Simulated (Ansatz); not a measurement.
Born–Oppenheimer molecular dynamics of a periodic cell of 16 atoms, Si (start crystal Si, start structure diamond, volume 1.1 times the crystal's). It goes on from the last frame of an earlier run, with new velocities.

Computed with DFT PBE, scalar-relativistic, plane waves, PAW (Ansatz 0.2.0). Settings: accuracy low, cutoff 420 eV, k mesh 2x2x2, fermi-dirac smearing 0.3 eV, no spin polarisation.

```json
{
  "ensemble": "NVT, Langevin thermostat",
  "time step": "1.5 fs",
  "steps asked": "140",
  "set temperature": "2800 K",
  "friction": "0.02 /fs",
  "temperature schedule": "105 steps to 300 K, then 35 steps to 300 K",
  "seed": "226095"
}
```

Frames 1.5 fs apart, positions in Å, forces in eV/Å.

Velocities at 45.0 fs (Å/ps):

```
Si -0.09 -0.29 -2.84
Si -13.32 4.28 1.74
Si 6.14 -8.50 -9.67
Si 0.91 -3.01 -0.87
Si -7.30 -1.12 2.86
Si 12.07 -5.02 -7.64
Si -10.24 -0.27 -10.44
Si -0.41 11.05 1.31
Si -10.18 -3.37 13.77
Si -0.51 -19.30 -11.85
Si -4.09 7.36 10.38
Si -6.01 -14.89 -14.91
Si -2.12 -4.01 3.72
Si 1.41 -8.50 3.38
Si 4.56 -6.37 7.23
Si -16.72 3.82 2.74
```

```xyz
16
Lattice="0.0000 5.6053 5.6053 5.6053 0.0000 5.6053 5.6053 5.6053 0.0000" Properties=species:S:1:pos:R:3:forces:R:3 time_fs=45.0 energy_less_start_eV=0.604 T=2155
Si -0.146 0.382 0.156 0.54 -1.63 1.05
Si 1.822 1.363 1.244 -0.08 0.09 0.07
Si 3.356 2.284 -0.556 -0.55 -0.17 0.75
Si 3.584 4.245 1.290 1.10 0.01 0.42
Si 2.971 -0.280 2.879 -2.26 -1.94 -2.22
Si 4.010 1.114 4.182 -0.01 2.26 0.88
Si 5.191 2.879 3.095 -0.54 -0.38 -1.58
Si 7.080 3.577 4.240 0.63 1.07 0.01
Si -0.096 2.831 2.067 0.60 -0.22 0.41
Si 1.234 4.257 4.376 -3.57 -1.78 1.03
Si 2.922 5.250 3.692 1.98 1.19 -1.71
Si 4.993 6.115 3.517 0.84 0.93 0.17
Si 2.024 2.208 5.477 1.62 0.85 -1.87
Si 3.466 3.966 6.138 -0.87 0.20 1.21
Si 5.550 4.710 5.832 1.69 0.13 -0.81
Si 6.554 6.555 6.890 -1.12 -0.61 2.21
16
Lattice="0.0000 5.6053 5.6053 5.6053 0.0000 5.6053 5.6053 5.6053 0.0000" Properties=species:S:1:pos:R:3:forces:R:3 time_fs=46.5 energy_less_start_eV=0.571 T=1892
Si -0.147 0.381 0.154 0.62 -1.72 1.08
Si 1.804 1.370 1.244 0.00 0.07 0.05
Si 3.367 2.273 -0.570 -0.67 -0.13 0.75
Si 3.584 4.242 1.289 1.11 0.00 0.43
Si 2.961 -0.281 2.883 -2.25 -1.88 -2.20
Si 4.028 1.108 4.175 -0.14 2.24 0.82
Si 5.178 2.878 3.081 -0.34 -0.29 -1.51
Si 7.082 3.595 4.242 0.53 0.92 -0.08
Si -0.110 2.826 2.090 0.61 -0.16 0.41
Si 1.232 4.228 4.361 -3.53 -1.72 0.91
Si 2.917 5.261 3.707 1.73 1.17 -1.51
Si 4.984 6.094 3.495 0.98 0.92 0.10
Si 2.024 2.205 5.484 1.60 0.72 -1.83
Si 3.467 3.954 6.141 -0.79 0.28 1.21
Si 5.558 4.700 5.844 1.59 0.07 -0.78
Si 6.530 6.557 6.894 -1.08 -0.48 2.15
16
Lattice="0.0000 5.6053 5.6053 5.6053 0.0000 5.6053 5.6053 5.6053 0.0000" Properties=species:S:1:pos:R:3:forces:R:3 time_fs=48.0 energy_less_start_eV=0.505 T=1931
Si -0.148 0.383 0.154 0.71 -1.82 1.13
Si 1.787 1.378 1.240 0.08 0.04 0.06
Si 3.381 2.261 -0.582 -0.78 -0.10 0.75
Si 3.583 4.238 1.291 1.11 0.01 0.44
Si 2.953 -0.281 2.888 -2.22 -1.79 -2.18
Si 4.044 1.102 4.174 -0.29 2.22 0.70
Si 5.166 2.877 3.070 -0.16 -0.23 -1.43
Si 7.087 3.613 4.245 0.44 0.77 -0.16
Si -0.122 2.817 2.114 0.63 -0.10 0.41
Si 1.225 4.202 4.349 -3.33 -1.57 0.75
Si 2.912 5.275 3.720 1.33 1.05 -1.28
Si 4.977 6.074 3.477 1.14 0.92 0.03
Si 2.028 2.207 5.491 1.51 0.53 -1.71
Si 3.471 3.943 6.143 -0.70 0.37 1.23
Si 5.567 4.691 5.859 1.49 -0.02 -0.77
Si 6.505 6.556 6.900 -0.97 -0.26 2.04
16
Lattice="0.0000 5.6053 5.6053 5.6053 0.0000 5.6053 5.6053 5.6053 0.0000" Properties=species:S:1:pos:R:3:forces:R:3 time_fs=49.5 energy_less_start_eV=0.409 T=1883
Si -0.148 0.383 0.154 0.77 -1.92 1.18
Si 1.769 1.384 1.234 0.18 0.03 0.09
Si 3.394 2.248 -0.592 -0.88 -0.06 0.72
Si 3.583 4.232 1.296 1.10 0.02 0.45
Si 2.945 -0.282 2.894 -2.17 -1.70 -2.15
Si 4.058 1.096 4.176 -0.43 2.21 0.56
Si 5.152 2.877 3.058 0.01 -0.19 -1.34
Si 7.090 3.634 4.247 0.35 0.61 -0.23
Si -0.136 2.807 2.138 0.64 -0.04 0.41
Si 1.212 4.178 4.341 -3.03 -1.36 0.55
Si 2.909 5.292 3.732 0.82 0.86 -1.02
Si 4.971 6.055 3.461 1.32 0.92 -0.05
Si 2.031 2.212 5.496 1.39 0.32 -1.56
Si 3.476 3.936 6.150 -0.61 0.44 1.25
Si 5.577 4.684 5.874 1.39 -0.11 -0.77
Si 6.480 6.556 6.906 -0.84 -0.02 1.91
16
Lattice="0.0000 5.6053 5.6053 5.6053 0.0000 5.6053 5.6053 5.6053 0.0000" Properties=species:S:1:pos:R:3:forces:R:3 time_fs=51.0 energy_less_start_eV=0.287 T=2090
Si -0.146 0.383 0.153 0.82 -2.02 1.22
Si 1.753 1.390 1.230 0.27 0.01 0.12
Si 3.408 2.239 -0.600 -0.97 -0.03 0.71
Si 3.584 4.224 1.301 1.10 0.03 0.46
Si 2.932 -0.283 2.899 -2.07 -1.55 -2.09
Si 4.069 1.094 4.182 -0.62 2.14 0.38
Si 5.136 2.874 3.043 0.19 -0.14 -1.25
Si 7.094 3.656 4.251 0.26 0.44 -0.31
Si -0.146 2.795 2.163 0.64 0.02 0.41
Si 1.196 4.153 4.333 -2.70 -1.09 0.35
Si 2.908 5.307 3.741 0.26 0.61 -0.76
Si 4.962 6.040 3.444 1.51 0.94 -0.12
Si 2.034 2.219 5.501 1.29 0.11 -1.40
Si 3.479 3.931 6.158 -0.49 0.52 1.27
Si 5.590 4.681 5.886 1.24 -0.20 -0.74
Si 6.452 6.562 6.914 -0.72 0.20 1.78
16
Lattice="0.0000 5.6053 5.6053 5.6053 0.0000 5.6053 5.6053 5.6053 0.0000" Properties=species:S:1:pos:R:3:forces:R:3 time_fs=52.5 energy_less_start_eV=0.145 T=2112
Si -0.145 0.381 0.153 0.89 -2.10 1.26
Si 1.740 1.396 1.230 0.33 -0.01 0.12
Si 3.422 2.231 -0.612 -1.04 0.00 0.70
Si 3.586 4.215 1.310 1.09 0.04 0.45
Si 2.918 -0.287 2.903 -1.90 -1.34 -2.00
Si 4.076 1.095 4.190 -0.83 2.03 0.18
Si 5.121 2.869 3.026 0.35 -0.11 -1.15
Si 7.098 3.679 4.252 0.16 0.28 -0.38
Si -0.152 2.786 2.189 0.64 0.08 0.40
Si 1.180 4.124 4.322 -2.38 -0.80 0.16
Si 2.910 5.319 3.747 -0.32 0.34 -0.51
Si 4.952 6.028 3.426 1.72 0.96 -0.21
Si 2.039 2.225 5.506 1.18 -0.10 -1.24
Si 3.482 3.927 6.166 -0.32 0.63 1.29
Si 5.606 4.681 5.898 1.04 -0.32 -0.72
Si 6.421 6.571 6.925 -0.61 0.43 1.65
16
Lattice="0.0000 5.6053 5.6053 5.6053 0.0000 5.6053 5.6053 5.6053 0.0000" Properties=species:S:1:pos:R:3:forces:R:3 time_fs=54.0 energy_less_start_eV=0.010 T=2160
Si -0.143 0.374 0.153 0.94 -2.15 1.27
Si 1.730 1.401 1.232 0.36 -0.04 0.12
Si 3.436 2.222 -0.623 -1.10 0.02 0.70
Si 3.592 4.205 1.322 1.06 0.07 0.43
Si 2.903 -0.295 2.909 -1.72 -1.12 -1.94
Si 4.079 1.097 4.199 -1.01 1.91 0.02
Si 5.105 2.864 3.009 0.51 -0.10 -1.05
Si 7.103 3.704 4.250 0.04 0.10 -0.40
Si -0.158 2.779 2.213 0.64 0.13 0.39
Si 1.166 4.098 4.310 -2.13 -0.57 0.03
Si 2.914 5.329 3.754 -0.76 0.12 -0.28
Si 4.945 6.018 3.408 1.90 0.98 -0.29
Si 2.043 2.230 5.509 1.05 -0.30 -1.09
Si 3.481 3.923 6.175 -0.12 0.75 1.30
Si 5.623 4.682 5.913 0.82 -0.47 -0.69
Si 6.388 6.581 6.936 -0.48 0.66 1.50
16
Lattice="0.0000 5.6053 5.6053 5.6053 0.0000 5.6053 5.6053 5.6053 0.0000" Properties=species:S:1:pos:R:3:forces:R:3 time_fs=55.5 energy_less_start_eV=-0.110 T=2146
Si -0.137 0.363 0.154 0.92 -2.18 1.22
Si 1.721 1.401 1.232 0.40 -0.05 0.14
Si 3.449 2.215 -0.637 -1.14 0.03 0.69
Si 3.600 4.194 1.334 1.03 0.10 0.39
Si 2.885 -0.305 2.916 -1.50 -0.88 -1.90
Si 4.082 1.097 4.207 -1.13 1.79 -0.09
Si 5.090 2.861 2.993 0.63 -0.12 -0.93
Si 7.111 3.727 4.249 -0.09 -0.09 -0.39
Si -0.165 2.772 2.236 0.65 0.17 0.36
Si 1.151 4.075 4.298 -1.92 -0.40 -0.06
Si 2.917 5.335 3.762 -1.13 -0.05 -0.09
Si 4.939 6.009 3.392 2.06 0.99 -0.37
Si 2.048 2.233 5.513 0.91 -0.47 -0.96
Si 3.479 3.918 6.184 0.09 0.88 1.31
Si 5.639 4.684 5.925 0.61 -0.58 -0.65
Si 6.354 6.595 6.950 -0.37 0.84 1.33
16
Lattice="0.0000 5.6053 5.6053 5.6053 0.0000 5.6053 5.6053 5.6053 0.0000" Properties=species:S:1:pos:R:3:forces:R:3 time_fs=57.0 energy_less_start_eV=-0.235 T=2107
Si -0.126 0.349 0.156 0.81 -2.18 1.08
Si 1.713 1.398 1.230 0.43 -0.04 0.18
Si 3.462 2.207 -0.650 -1.16 0.04 0.68
Si 3.605 4.183 1.347 0.99 0.16 0.35
Si 2.864 -0.318 2.923 -1.25 -0.61 -1.90
Si 4.083 1.097 4.214 -1.17 1.67 -0.14
Si 5.080 2.861 2.976 0.71 -0.18 -0.79
Si 7.116 3.751 4.245 -0.21 -0.30 -0.35
Si -0.172 2.767 2.259 0.65 0.19 0.32
Si 1.136 4.050 4.290 -1.71 -0.18 -0.14
Si 2.920 5.341 3.767 -1.48 -0.22 0.07
Si 4.935 5.999 3.378 2.18 0.98 -0.44
Si 2.053 2.237 5.516 0.78 -0.65 -0.83
Si 3.478 3.913 6.191 0.27 1.00 1.33
Si 5.657 4.685 5.934 0.43 -0.62 -0.57
Si 6.322 6.610 6.965 -0.27 0.95 1.14
16
Lattice="0.0000 5.6053 5.6053 5.6053 0.0000 5.6053 5.6053 5.6053 0.0000" Properties=species:S:1:pos:R:3:forces:R:3 time_fs=58.5 energy_less_start_eV=-0.360 T=2329
Si -0.117 0.330 0.162 0.65 -2.14 0.90
Si 1.708 1.395 1.227 0.45 -0.03 0.22
Si 3.473 2.201 -0.664 -1.18 0.04 0.66
Si 3.608 4.174 1.361 0.94 0.22 0.31
Si 2.844 -0.331 2.931 -0.94 -0.29 -1.95
Si 4.080 1.103 4.219 -1.16 1.49 -0.12
Si 5.073 2.862 2.963 0.76 -0.23 -0.67
Si 7.122 3.777 4.236 -0.37 -0.55 -0.23
Si -0.178 2.765 2.279 0.65 0.19 0.28
Si 1.118 4.020 4.283 -1.50 0.06 -0.23
Si 2.921 5.349 3.772 -1.75 -0.36 0.21
Si 4.935 5.990 3.366 2.24 0.96 -0.51
Si 2.058 2.241 5.515 0.67 -0.84 -0.67
Si 3.481 3.909 6.198 0.39 1.08 1.35
Si 5.674 4.683 5.942 0.29 -0.64 -0.48
Si 6.288 6.626 6.979 -0.15 1.03 0.92
16
Lattice="0.0000 5.6053 5.6053 5.6053 0.0000 5.6053 5.6053 5.6053 0.0000" Properties=species:S:1:pos:R:3:forces:R:3 time_fs=60.0 energy_less_start_eV=-0.458 T=2351
Si -0.110 0.310 0.168 0.46 -2.09 0.70
Si 1.702 1.389 1.223 0.48 -0.03 0.27
Si 3.480 2.195 -0.677 -1.18 0.04 0.64
Si 3.612 4.165 1.373 0.90 0.28 0.27
Si 2.829 -0.346 2.938 -0.60 0.08 -2.04
Si 4.076 1.114 4.226 -1.15 1.26 -0.06
Si 5.066 2.860 2.953 0.82 -0.23 -0.57
Si 7.131 3.804 4.224 -0.58 -0.83 -0.05
Si -0.183 2.760 2.301 0.64 0.18 0.22
Si 1.101 3.989 4.276 -1.30 0.31 -0.29
Si 2.922 5.358 3.776 -1.99 -0.50 0.34
Si 4.936 5.986 3.352 2.29 0.93 -0.56
Si 2.066 2.244 5.512 0.54 -1.00 -0.48
Si 3.487 3.903 6.207 0.49 1.14 1.37
Si 5.693 4.684 5.949 0.17 -0.66 -0.43
Si 6.251 6.639 6.995 0.01 1.12 0.68
16
Lattice="0.0000 5.6053 5.6053 5.6053 0.0000 5.6053 5.6053 5.6053 0.0000" Properties=species:S:1:pos:R:3:forces:R:3 time_fs=61.5 energy_less_start_eV=-0.526 T=2204
Si -0.101 0.289 0.174 0.27 -2.05 0.51
Si 1.694 1.383 1.218 0.52 -0.01 0.33
Si 3.485 2.187 -0.688 -1.17 0.05 0.61
Si 3.618 4.156 1.382 0.86 0.34 0.23
Si 2.817 -0.363 2.940 -0.23 0.47 -2.17
Si 4.072 1.124 4.233 -1.14 1.01 -0.02
Si 5.063 2.857 2.945 0.86 -0.22 -0.49
Si 7.140 3.828 4.210 -0.81 -1.13 0.16
Si -0.190 2.753 2.326 0.62 0.16 0.14
Si 1.084 3.962 4.269 -1.10 0.50 -0.29
Si 2.926 5.366 3.779 -2.19 -0.62 0.45
Si 4.935 5.985 3.335 2.33 0.90 -0.61
Si 2.078 2.242 5.510 0.39 -1.09 -0.32
Si 3.495 3.896 6.217 0.60 1.20 1.39
Si 5.712 4.685 5.950 0.04 -0.66 -0.36
Si 6.216 6.651 7.011 0.16 1.15 0.45
```

Of the whole run (210 fs, mean temperature of the second half 889 K): The schedule's set-point averaged 511 K over the second half and the system 889 K, so it lags behind the ramp. A run of 0.21 ps of so small a system gives no equilibrium averages. Limits of this set-up: coarse k mesh, low accuracy level.

The run took 12 min on 1 thread of Arm Neoverse V2, with other jobs on the host, peak memory 0.69 GiB.
